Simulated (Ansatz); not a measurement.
Theory: DFT PBE, scalar-relativistic, plane waves, PAW (Ansatz 0.2.0). Settings: cutoff 420 eV, Γ-centred meshes spaced at most about 0.3 Å⁻¹ (2π included), Gaussian smearing. No spin polarisation in the final relaxations.

Temperature and zero-point effects are left out.

Compare these two cells of Al2O3, each relaxed at this level.

A.

```cif
data_structure
_symmetry_space_group_name_H-M 'I2_13'
_symmetry_Int_Tables_number 199
_cell_length_a 9.5109
_cell_length_b 9.5109
_cell_length_c 9.5109
_cell_angle_alpha 90.000
_cell_angle_beta 90.000
_cell_angle_gamma 90.000
_cell_volume 860.32
loop_
_atom_site_label
_atom_site_type_symbol
_atom_site_symmetry_multiplicity
_atom_site_Wyckoff_symbol
_atom_site_fract_x
_atom_site_fract_y
_atom_site_fract_z
_atom_site_occupancy
Al1 Al 8 a 0.37036 0.37036 0.37036 1
O1 O 12 b 0.50000 0.25000 0.35941 1
```

B.

```cif
data_structure
_symmetry_space_group_name_H-M 'I4_132'
_symmetry_Int_Tables_number 214
_cell_length_a 9.5321
_cell_length_b 9.5321
_cell_length_c 9.5321
_cell_angle_alpha 90.000
_cell_angle_beta 90.000
_cell_angle_gamma 90.000
_cell_volume 866.09
loop_
_atom_site_label
_atom_site_type_symbol
_atom_site_symmetry_multiplicity
_atom_site_Wyckoff_symbol
_atom_site_fract_x
_atom_site_fract_y
_atom_site_fract_z
_atom_site_occupancy
Al1 Al 8 b 0.37500 0.37500 0.37500 1
O1 O 12 d 0.50000 0.25000 0.37500 1
```

Question: Which would you expect to be lower, and how large is the difference?

Answer: They are level within the accuracy (under 1 meV/atom apart). A has space group I2_13 (No. 199), 43.0 Å³/atom and a gap of 4.02 eV on its mesh; B has space group I4_132 (No. 214), 43.3 Å³/atom and a gap of 4.02 eV. In A, Al has 3 O at 1.69 Å; around O lie 2 Al at 1.69 Å. In B, around Al lie 3 O at 1.69 Å; O has 2 Al at 1.69 Å. Both come from invented guesses. The part of the Crystallography Open Database at hand lists Al2O3 in space groups No. 1, 12, 33, 167; no cell shown has one of them.

Kohn–Sham gaps at this level usually fall short of measured ones. Cells relaxed within their symmetry can be saddle points.
